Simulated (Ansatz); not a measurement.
AlSb (zinc blende), conventional cell a = b = c = 6.1773 Å, α = β = γ = 90.00°. The calculation uses the primitive cell of 2 atoms, to which meshes and values per cell refer.

The volume is varied about the relaxed value V₀ at fixed cell shape. Symmetry pins the atoms to their sites.

Computed with r2SCAN (plane waves to 500 eV, PAW, scalar-relativistic; Ansatz, a program for electronic structure). k mesh 14×14×14 (Γ-centred), Fermi-Dirac smearing 0.05 eV. E stands for the smeared free energy. AlSb was relaxed with its symmetry unable to fall. Spin-orbit coupling is left out, though Sb is heavy. ΔE is measured from the relaxed starting cell.

**Question.** Predict the ΔE (eV/atom) at V/V₀ = 0.872, 0.904, 0.936, 0.968, 1.096.

**Answer.** 
```tsv
V/V₀	ΔE (eV/atom)
0.872	0.1069
0.904	0.0565
0.936	0.0236
0.968	0.0056
1.096	0.0399
```

(A scan under strain: stresses follow from slopes of the energy per volume, elastic moduli from its curvatures.)
